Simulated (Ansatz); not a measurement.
The system is AlN.

```
Al N
1.0
     3.11300    0.00000    0.00000
    -1.55650    2.69594    0.00000
     0.00000    0.00000    4.98100
Al N
2 2
Direct
  0.66667 0.33333 0.50000
  0.33333 0.66667 0.00000
  0.66667 0.33333 0.88000
  0.33333 0.66667 0.38000
```

| Quantity | Value |
| --- | --- |
| Program | Ansatz 0.2.0 |
| Task | relaxation of cell and atoms |
| Functional | RPBE |
| Potentials or basis | Ansatz PAW |
| Cutoff | 420 eV (not typed: the program's choice for these potentials) |
| k mesh | 10 × 10 × 6 |
| Occupations | fermi-dirac, width 0.05 eV |
| Spin | no spin polarisation |

At the start: volume 10.45 Å³/atom.

How do energy, volume and symmetry change on relaxing?

It ends after 8 steps and the volume is 10.84 Å³/atom (+3.7 %); space group P6_3mc (No. 186, to 0.05 Å).

The path:
| step | energy change (eV) | largest force (eV/Å) | volume (Å³) |
| --- | --- | --- | --- |
| 1 | 0.0000 | 0.1378 | 41.80 |
| 2 | -0.0244 | 0.0937 | 42.57 |
| 3 | -0.0311 | 0.0333 | 43.29 |
| 4 | -0.0311 | 0.0047 | 43.31 |
| 5 | -0.0311 | 0.0004 | 43.33 |
| 6 | -0.0361 | 0.0006 | 43.33 |
| 7 | -0.0361 | 0.0007 | 43.37 |
| 8 | -0.0362 | 0.0007 | 43.37 |

Final structure:
```cif
data_structure
_symmetry_space_group_name_H-M 'P 1'
_symmetry_Int_Tables_number 1
_cell_length_a 3.1491
_cell_length_b 3.1491
_cell_length_c 5.0495
_cell_angle_alpha 90.000
_cell_angle_beta 90.000
_cell_angle_gamma 120.000
_cell_volume 43.37
loop_
_atom_site_label
_atom_site_type_symbol
_atom_site_fract_x
_atom_site_fract_y
_atom_site_fract_z
_atom_site_occupancy
Al1 Al 0.66667 0.33333 0.49925 1
Al2 Al 0.33333 0.66667 0.99925 1
N1 N 0.66667 0.33333 0.88075 1
N2 N 0.33333 0.66667 0.38075 1
```

Caveat: the plane-wave basis is chosen anew once the cell has moved, so the energies of steps on either side of that aren't comparable; the pressure holds a Pulay correction of +0.4 GPa for the finite cutoff; the PAW data sets come from PBE, with cores solved anew for the run's functional, which leaves a small shift of forces and pressure.
